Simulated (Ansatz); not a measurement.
## Bands of BaTe

```
Ba Te
1.0
     0.00000    3.41000    3.41000
     3.41000    0.00000    3.41000
     3.41000    3.41000    0.00000
Ba Te
1 1
Direct
  0.00000 0.00000 0.00000
  0.50000 0.50000 0.50000
```

Atoms are numbered in the order listed.

The geometry is COD entry 1010423, unchecked; take it as a test cell. It is an old determination, and later ones may differ.

All numbers below come from Ansatz 0.2.0, DFT, PBE, all-electron LAPW, Dirac equation with spin-orbit coupling.

The runs use a Γ-centred 10×10×10 k mesh, Fermi–Dirac smearing of 0.05 eV, basis error target 0.5 meV/atom, no spin polarisation.

Points in fractions of the reciprocal vectors of this cell: Γ (0, 0, 0), X (0.5, 0, 0.5), U (0.625, 0.25, 0.625), K (0.375, 0.375, 0.75), L (0.5, 0.5, 0.5), W (0.5, 0.25, 0.75). The path joins them by straight lines in the order Γ–X–U–K–Γ–L–W–X; legs that retrace an earlier one aren't tabulated. Energies are in eV from the top of the valence band.

Task: Is there a gap, and where are the band edges?

Result: 1.15 eV, indirect from Γ to X (0.5, 0, 0.5).

Task: List the levels between -20 and 3 eV at the symmetry points.

Result: 
Γ: -13.56 (×2), -11.53 (×4), -9.92 (×2), -0.88 (×2), 0.00 (×4), 2.66 (×4), 2.73 (×2)
X: -13.69 (×2), -11.80 (×2), -11.66 (×2), -9.70 (×2), -1.43 (×2), -0.87 (×2), -0.33 (×2), 1.15 (×2)
U: -13.70 (×2), -11.87 (×2), -11.69 (×2), -9.39 (×2), -1.76 (×2), -1.27 (×2), -0.97 (×2), 2.28 (×2)
K: -13.70 (×2), -11.87 (×2), -11.69 (×2), -9.39 (×2), -1.76 (×2), -1.27 (×2), -0.97 (×2), 2.28 (×2)
L: -13.72 (×2), -12.03 (×2), -11.54 (×2), -8.90 (×2), -2.72 (×2), -1.66 (×2), -1.31 (×2)
W: -13.70 (×2), -11.81 (×2), -11.77 (×2), -9.38 (×2), -1.81 (×2), -1.16 (×2), -1.10 (×2)

Kohn–Sham gaps of semilocal functionals usually fall short of measured ones.
